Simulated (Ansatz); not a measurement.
# Sn: a tetragonal deformation path

Aim: for Sn, look for other minima along a tetragonal path.

Method: DFT r2SCAN, scalar-relativistic, plane waves, PAW, in Ansatz 0.2.0.

## 1. The structure to begin with

The structure is tetragonal, space group I4/mmm (No. 139). The conventional cell has a = 3.182 Å, b = 3.182 Å, c = 5.831 Å, α = 90.00°, β = 90.00°, γ = 90.00°. Sn (site symmetry 4/mmm) has 4 Sn at 3.18 Å in its first shell of neighbours.

Structure file:

```cif
data_structure
_symmetry_space_group_name_H-M 'I4/mmm'
_symmetry_Int_Tables_number 139
_cell_length_a 3.1815
_cell_length_b 3.1815
_cell_length_c 5.8313
_cell_angle_alpha 90.000
_cell_angle_beta 90.000
_cell_angle_gamma 90.000
_cell_volume 59.02
loop_
_atom_site_label
_atom_site_type_symbol
_atom_site_symmetry_multiplicity
_atom_site_Wyckoff_symbol
_atom_site_fract_x
_atom_site_fract_y
_atom_site_fract_z
_atom_site_occupancy
Sn1 Sn 2 a 0.00000 0.00000 0.00000 1
```

The cell is taken as given, not relaxed at this level.

## 2. Zero of the scan

Input file input.yaml:

```yaml
crystal:
  lattice:
    - [-1.59075, 1.59075, 2.91565]
    - [1.59075, -1.59075, 2.91565]
    - [1.59075, 1.59075, -2.91565]
  atoms:
    - { symbol: Sn, position: [0.0, 0.0, 0.0] }
basis:
  ecutwfc: 500
kpoints:
  mp_grid: { grid: [24, 24, 24] }
hamiltonian:
  xc: r2scan
scf:
  occupations: { method: gaussian, width: 0.15 }
output:
  forces: true
  stress: true
  eigenvalues: true
```

The run is started by

```
ansatz run input.yaml --threads 1 --pin off --max-ram 2560MiB --backend cpu --events-out ev --progress --plain --runs-dir out
```

## 3. Next: a tetragonal deformation path

At fixed volume and fractional coordinates, lengths along (0.000, 0.000, 1.000) are scaled against those across it; ρ is that ratio over its starting value.

## 4. ρ = 0.850

Input file input.yaml:

```yaml
crystal:
  lattice:
    - [-1.6793025856, 1.6793025856, 2.616262641]
    - [1.6793025856, -1.6793025856, 2.616262641]
    - [1.6793025856, 1.6793025856, -2.616262641]
  atoms:
    - { symbol: Sn, position: [0.0, 0.0, 0.0] }
basis:
  ecutwfc: 500
kpoints:
  mp_grid: { grid: [24, 24, 24] }
hamiltonian:
  xc: r2scan
scf:
  occupations: { method: gaussian, width: 0.15 }
output:
  forces: true
  stress: true
  eigenvalues: true
  write_density: true
  write_potential: true
  elf: true
  volumetric_format: npy
```

## 5. ρ = 1.200

Input file input.yaml:

```yaml
crystal:
  lattice:
    - [-1.4969530629, 1.4969530629, 3.2924780371]
    - [1.4969530629, -1.4969530629, 3.2924780371]
    - [1.4969530629, 1.4969530629, -3.2924780371]
  atoms:
    - { symbol: Sn, position: [0.0, 0.0, 0.0] }
basis:
  ecutwfc: 500
kpoints:
  mp_grid: { grid: [24, 24, 24] }
hamiltonian:
  xc: r2scan
scf:
  occupations: { method: gaussian, width: 0.15 }
output:
  forces: true
  stress: true
  eigenvalues: true
```

## 6. Point ρ = 0.920

input.yaml: that of step 5 with these lines changed.

```diff
@@ -2,5 +2,5 @@
   lattice:
-    - [-1.4969530629, 1.4969530629, 3.2924780371]
-    - [1.4969530629, -1.4969530629, 3.2924780371]
-    - [1.4969530629, 1.4969530629, -3.2924780371]
+    - [-1.6355832569, 1.6355832569, 2.7579979614]
+    - [1.6355832569, -1.6355832569, 2.7579979614]
+    - [1.6355832569, 1.6355832569, -2.7579979614]
   atoms:
```

## 7. ρ = 1.100

Input file input.yaml:

```yaml
crystal:
  lattice:
    - [-1.5410061438, 1.5410061438, 3.1069231616]
    - [1.5410061438, -1.5410061438, 3.1069231616]
    - [1.5410061438, 1.5410061438, -3.1069231616]
  atoms:
    - { symbol: Sn, position: [0.0, 0.0, 0.0] }
basis:
  ecutwfc: 500
kpoints:
  mp_grid: { grid: [24, 24, 24] }
hamiltonian:
  xc: r2scan
scf:
  occupations: { method: gaussian, width: 0.15 }
output:
  forces: true
  stress: true
  eigenvalues: true
  write_density: true
  write_potential: true
  elf: true
  volumetric_format: npy
```

## 8. Point ρ = 0.960

input.yaml: that of step 7 with these lines changed.

```diff
@@ -2,5 +2,5 @@
   lattice:
-    - [-1.5410061438, 1.5410061438, 3.1069231616]
-    - [1.5410061438, -1.5410061438, 3.1069231616]
-    - [1.5410061438, 1.5410061438, -3.1069231616]
+    - [-1.6125438041, 1.6125438041, 2.8373715597]
+    - [1.6125438041, -1.6125438041, 2.8373715597]
+    - [1.6125438041, 1.6125438041, -2.8373715597]
   atoms:
```

## 9. At ρ = 1.050

Input file input.yaml:

```yaml
crystal:
  lattice:
    - [-1.5650882545, 1.5650882545, 3.0120459203]
    - [1.5650882545, -1.5650882545, 3.0120459203]
    - [1.5650882545, 1.5650882545, -3.0120459203]
  atoms:
    - { symbol: Sn, position: [0.0, 0.0, 0.0] }
basis:
  ecutwfc: 500
kpoints:
  mp_grid: { grid: [24, 24, 24] }
hamiltonian:
  xc: r2scan
scf:
  occupations: { method: gaussian, width: 0.15 }
output:
  forces: true
  stress: true
  eigenvalues: true
```

## 10. Point ρ = 0.800

input.yaml: that of step 9 with these lines changed.

```diff
@@ -2,5 +2,5 @@
   lattice:
-    - [-1.5650882545, 1.5650882545, 3.0120459203]
-    - [1.5650882545, -1.5650882545, 3.0120459203]
-    - [1.5650882545, 1.5650882545, -3.0120459203]
+    - [-1.7135834916, 1.7135834916, 2.5126310016]
+    - [1.7135834916, -1.7135834916, 2.5126310016]
+    - [1.7135834916, 1.7135834916, -2.5126310016]
   atoms:
```

## 11. Point ρ = 1.300

input.yaml: that of step 10 with these lines changed.

```diff
@@ -2,5 +2,5 @@
   lattice:
-    - [-1.7135834916, 1.7135834916, 2.5126310016]
-    - [1.7135834916, -1.7135834916, 2.5126310016]
-    - [1.7135834916, 1.7135834916, -2.5126310016]
+    - [-1.4575411153, 1.4575411153, 3.4729427494]
+    - [1.4575411153, -1.4575411153, 3.4729427494]
+    - [1.4575411153, 1.4575411153, -3.4729427494]
   atoms:
```

(Steps that only read results are left out.)

What does the calculation give? Wanted: highest point.

As calculated:

```
     quantity                        value
highest point  138.5 meV/atom at ρ = 1.300
```

**Reading.** The energy drops below the reference, by 9.3 meV/atom at ρ = 0.850; the cell was taken as given and not relaxed at this level. No further minimum shows among the sampled points.
